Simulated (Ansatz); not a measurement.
Bulk crystal (TlCl) after relaxation:

```
Tl Cl
1.0
     3.76930    0.00000    0.00000
     0.00000    3.76930    0.00000
     0.00000    0.00000    3.76930
Tl Cl
1 1
Direct
  0.00000 0.00000 0.00000
  0.50000 0.50000 0.50000
```

Miller indices refer to the conventional cell of Pm-3m (No. 221), a = 3.769 Å, b = 3.769 Å, c = 3.769 Å, α = 90.00°, β = 90.00°, γ = 90.00°. The bulk's gap is 1.80 eV.

The (211) slab of 7 planes, 9.2 Å thick with 15 Å of vacuum as cut; outer planes TlCl (top) and TlCl (bottom).

All numbers below come from DFT PBEsol, scalar-relativistic, plane waves, PAW (Ansatz). Plane waves to 420 eV, a k mesh through Γ of 5×4×1 on the computed 14-atom cell and Gaussian smearing (0.05 eV); no spin polarisation. A dipole correction removes the field between periodic images along c.

Results for the relaxed slab:

For the relaxed slab, the surface energy (mean of both faces) is 0.17 J/m². The gap of the slab on the mesh is 2.30 eV. The bulk valence band top under the vacuum level is 5.79 eV and the bulk conduction band bottom under the vacuum level is 3.99 eV.

Relaxation lowers the energy by 0.062 J/m² a face; the largest move is 0.307 Å.

```
plane (bottom to top)  atoms  spacing to next, bulk (Å)  relaxed (Å)  change (%)  rumpling (Å)
                    1   TlCl                      1.539        1.286       -16.4         0.082
                    2   TlCl                      1.539        1.647        +7.0         0.126
                    3   TlCl                      1.539        1.509        -1.9         0.127
                    4   TlCl                      1.539        1.509        -1.9         0.000
                    5   TlCl                      1.539        1.647        +7.0         0.127
                    6   TlCl                      1.539        1.286       -16.4         0.126
                    7   TlCl                                                             0.082
```

Slabs this thin can still miss converged surface energies by a few hundredths of a J/m² and work functions by about a tenth of an eV.

Spin-orbit coupling is left out, which matters for the bands of heavy elements. An odd k mesh misses the midpoints of the zone's edges, so a slab's gap and band edges read on it can be off.

Worked out: the slab's 14 atoms lie 0.733 eV above the same atoms in the bulk. Shared over two faces of 34.80 Å² this is 10.5 meV/Å², and 1 eV/Å² is 16.02 J/m², which gives 0.17 J/m². The cut crosses 8 bonds a cell (neighbours within 10 % of the shortest distances), so each costs 0.09 eV on this count. The top two spacings change in opposite senses (-16.4 and +7.0 %). The top plane, flat in the bulk, buckles with Cl 0.08 Å above Tl: the anion outward, the common sense of rumpling on ionic faces.
